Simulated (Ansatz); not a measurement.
# NaH: the cost of one run

Program: Ansatz 0.2.0. Level of theory: reference: DFT, HSE06, plane waves, PAW. These are calculated values, not measurements.

5 further runs of the same task are left out: 5 that didn't finish.

## (1) The system as given

Symmetry: Pm-3m, No. 221, cubic system. Conventional cell: a = 2.932 Å, b = 2.932 Å, c = 2.932 Å, α = 90.00°, β = 90.00°, γ = 90.00°. Around Na (site symmetry m-3m) lie 8 H at 2.54 Å. H (site symmetry m-3m) is surrounded by 8 Na at 2.54 Å.

Structure file:

```cif
data_structure
_symmetry_space_group_name_H-M 'P 1'
_symmetry_Int_Tables_number 1
_cell_length_a 2.9324
_cell_length_b 2.9324
_cell_length_c 2.9324
_cell_angle_alpha 90.000
_cell_angle_beta 90.000
_cell_angle_gamma 90.000
_cell_volume 25.22
loop_
_atom_site_label
_atom_site_type_symbol
_atom_site_fract_x
_atom_site_fract_y
_atom_site_fract_z
_atom_site_occupancy
Na1 Na 0.00000 0.00000 0.00000 1
H1 H 0.50000 0.50000 0.50000 1
```

## (2) Baseline

input.yaml reads:

```yaml
crystal:
  lattice:
    - [2.9323912064, 0.0, 0.0]
    - [0.0, 2.9323912064, 0.0]
    - [0.0, 0.0, 2.9323912064]
  atoms:
    - { symbol: Na, position: [0.0, 0.0, 0.0] }
    - { symbol: H, position: [0.5, 0.5, 0.5] }
kpoints:
  mp_grid: { grid: [4, 4, 4] }
hamiltonian:
  xc: hse06
scf:
  occupations: { method: fixed }
  n_extra_bands: 4
output:
  forces: true
  stress: true
  eigenvalues: true
```

Started as:

```console
$ ansatz run input.yaml --threads 4 --pin off --max-ram 3686MiB --backend cpu --events-out ev --progress --plain --runs-dir out
```

Q: Estimate wall time and peak memory on 4 threads of an x86-64 CPU, shared host.

About 16 s, with a peak of 0.42 GiB.
